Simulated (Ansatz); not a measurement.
Crystal: S.

```
S
1.0
     5.40900    3.12289    1.42667
    -5.40900    3.12289    1.42667
     0.00000   -6.24578    1.42667
S
6
Direct
  0.85170 0.08270 0.74910
  0.08270 0.74910 0.85170
  0.74910 0.85170 0.08270
  0.14830 0.91730 0.25090
  0.91730 0.25090 0.14830
  0.25090 0.14830 0.91730
```

This isn't the form of S at room conditions, which is orthorhombic, of S8 rings.

- Program: Ansatz 0.2.0
- Task: relaxation of cell and atoms
- Functional: PBEsol
- Dispersion: D4
- Potentials or basis: Ansatz PAW
- Cutoff: 420 eV (not typed: the program's choice for these potentials)
- k mesh: 7 × 7 × 7
- Occupations: fermi-dirac, width 0.05 eV
- Spin: no spin polarisation

At the start: volume 24.10 Å³/atom.

Q: Where does the relaxation end?

A: It ends after 7 steps and the volume is 20.41 Å³/atom (-15.3 %); space group R-3 (No. 148, to 0.05 Å).

The path:
| step | energy change (eV) | largest force (eV/Å) | volume (Å³) |
| --- | --- | --- | --- |
| 1 | 0.0000 | 0.3082 | 144.59 |
| 2 | -0.1344 | 0.3162 | 126.69 |
| 3 | -0.1613 | 0.0555 | 123.23 |
| 4 | -0.1628 | 0.0222 | 123.34 |
| 5 | -0.1632 | 0.0111 | 122.24 |
| 6 | -0.1633 | 0.0015 | 122.46 |
| 7 | -0.1626 | 0.0013 | 122.46 |

Final structure:
```
S
1.0
     5.13494    2.96466    1.34069
    -5.13494    2.96466    1.34069
     0.00000   -5.92931    1.34069
S
6
Cartesian
  3.8871 -1.5745 2.2292
  -3.3071 -2.5791 2.2292
  -0.5800 4.1536 2.2292
  -3.8871 1.5745 1.7928
  3.3071 2.5791 1.7928
  0.5800 -4.1536 1.7928
```

Caveat: the volume moved by over 15 % at a fixed basis, so the end points are rough; the plane-wave basis is chosen anew once the cell has moved, so the energies of steps on either side of that aren't comparable; the PAW data sets come from PBE, with cores solved anew for the run's functional, which leaves a small shift of forces and pressure.
